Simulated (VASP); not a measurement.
# K: restarted molecular dynamics, 2 variants

K, Im-3m (no. 229), 16 atoms in the cell. PBE, molecular dynamics; PAW potentials K_pv (PBE set).

| Restart from | Temperature at the end (K) | The same without a restart (K) | Potential energy at the end (eV/atom) | The same without a restart (eV/atom) | Electronic steps in the first step after the restart | Time (s) |
|---|---|---|---|---|---|---|
| CONTCAR with velocities, WAVECAR read | 1495.0 | 1495.0 | -0.85609 | -0.85608 | 4 | 223 |
| CONTCAR with velocities, no WAVECAR | 1495.0 | 1495.0 | -0.85609 | -0.85608 | 14 | 236 |

Limits: 120 fs of 16 atoms are too short for converged averages.

## Input of the first row

INCAR.step1:
```
GGA = PE ; PREC = Normal
ENCUT = 200 ; EDIFF = 1E-6
NELMIN = 4 ; NELM = 60
ALGO = Fast ; LREAL = Auto
LASPH = T ; ISMEAR = -1
SIGMA = 0.069 ; ISYM = 0
LWAVE = T ; LCHARG = F
IBRION = 0 ; NSW = 30
POTIM = 2.0 ; TEBEG = 1600
ISIF = 2 ; RANDOM_SEED = 650966 0 0
MDALGO = 4 ; NHC_NCHAINS = 3
NHC_PERIOD = 30 ; NCORE = 2
```

INCAR.step2, as INCAR.step1 but for:
```
- LWAVE = T
+ LWAVE = F
```

KPOINTS:
```
k-points
0
Gamma
  1 1 1
```

POSCAR.step1:
```
K
1.0
   10.7902340668      0.0000000000      0.0000000000
    0.0000000000     10.7902340668      0.0000000000
    0.0000000000      0.0000000000     10.7902340668
K
16
Direct
    0.0000000000      0.0000000000      0.0000000000
    0.0000000000      0.0000000000      0.5000000000
    0.0000000000      0.5000000000      0.0000000000
    0.0000000000      0.5000000000      0.5000000000
    0.5000000000      0.0000000000      0.0000000000
    0.5000000000      0.0000000000      0.5000000000
    0.5000000000      0.5000000000      0.0000000000
    0.5000000000      0.5000000000      0.5000000000
    0.2500000000      0.2500000000      0.2500000000
    0.2500000000      0.2500000000      0.7500000000
    0.2500000000      0.7500000000      0.2500000000
    0.2500000000      0.7500000000      0.7500000000
    0.7500000000      0.2500000000      0.2500000000
    0.7500000000      0.2500000000      0.7500000000
    0.7500000000      0.7500000000      0.2500000000
    0.7500000000      0.7500000000      0.7500000000
```

Commands (each step's output is kept before the next begins):
```
cat potpaw_PBE.64/K_pv/POTCAR > POTCAR
cp INCAR.step1 INCAR
cp POSCAR.step1 POSCAR
mpirun -np 2 vasp_gam > vasp.out
cp CONTCAR POSCAR
cp INCAR.step2 INCAR
mpirun -np 2 vasp_gam > vasp.out
```

Changes of the last row against the first:
```
(step 1)
- LWAVE = True
+ LWAVE = False
```

VASP 6.6.1 took 223 s on 2 cores (Intel Xeon 6975P-C (Granite Rapids)), a shared host.
